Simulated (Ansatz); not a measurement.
GaN: a jump of H

These are results of DFT PBE, scalar-relativistic, plane waves, PAW (Ansatz 0.2.0), not measurements. (420 eV cutoff, 3×3×3 k-mesh, Gaussian smearing of 0.02 eV, no spin polarisation)

In a supercell of 16 host sites with charge +1, interstitial H hops to an equivalent place, moving 1.14 Å between the relaxed ends. Climbing-image nudged elastic band at fixed cell with images 0 (start) to 4 (end), the path measured over all atoms, converged to 0.05 eV/Å; the order of the saddle wasn't checked, and the small cell leaves errors of about a tenth of an eV. Zero-point motion and tunnelling, which matter for H, are left out.

Start:

```
CELL_PARAMETERS angstrom
0.00000 4.54848 -4.54848
4.54848 4.54848 0.00000
4.54848 0.00000 -4.54848
ATOMIC_POSITIONS crystal
Ga 0.99937 0.02104 0.48903
Ga 0.99936 0.48905 0.48906
Ga 0.50063 0.00106 0.49575
Ga 0.50988 0.49621 0.49620
Ga 0.99849 0.99999 0.00000
Ga 0.99937 0.48903 0.02103
Ga 0.50065 0.00105 0.00104
Ga 0.50063 0.49575 0.00106
N 0.12757 0.12269 0.12269
N 0.12754 0.62552 0.12271
N 0.62635 0.12405 0.12405
N 0.62083 0.62501 0.12764
N 0.12755 0.12271 0.62552
N 0.08180 0.63889 0.63889
N 0.62083 0.12765 0.62500
N 0.62082 0.62502 0.62502
H 0.88262 0.70535 0.70530
```

Atom 17 jumps to (7.229, 7.223, -6.423) Å.

Give the energy along the band and the structure at its top.

| image | path (Å) | E − E(0) (eV) | H x (Å) | H y (Å) | H z (Å) | force on H (eV/Å) |
| --- | --- | --- | --- | --- | --- | --- |
| 0 | 0.00 | 0.000 | 6.416 | 7.223 | -7.223 | 0.00 |
| 1 | 0.42 | 0.159 | 6.580 | 7.471 | -7.062 | 0.84 |
| 2 | 0.85 | 0.850 | 6.822 | 7.571 | -6.823 | 0.00 |
| 3 | 1.27 | 0.159 | 7.066 | 7.471 | -6.583 | 0.84 |
| 4 | 1.70 | 0.000 | 7.229 | 7.223 | -6.423 | 0.00 |

Barrier 0.85 eV. Image 2:
```
CELL_PARAMETERS angstrom
0.00000 4.54848 -4.54848
4.54848 4.54848 0.00000
4.54848 0.00000 -4.54848
ATOMIC_POSITIONS crystal
Ga 0.02988 0.02998 0.47007
Ga 0.98808 0.50186 0.49993
Ga 0.50188 0.98810 0.49992
Ga 0.49050 0.49069 0.50940
Ga 0.99760 0.99760 0.00240
Ga 0.98808 0.50186 0.01013
Ga 0.50188 0.98810 0.01010
Ga 0.49021 0.49022 0.00979
N 0.13090 0.13089 0.11063
N 0.11695 0.62466 0.12920
N 0.62466 0.11695 0.12919
N 0.61170 0.61171 0.14172
N 0.13090 0.13089 0.62758
N 0.07918 0.65061 0.63510
N 0.65067 0.07910 0.63511
N 0.61170 0.61171 0.63487
H 0.83236 0.83226 0.66769
```

Cost: 1 run of about 5.2 core-minutes, on Intel Xeon 6975P-C (Granite Rapids) (shared hosts).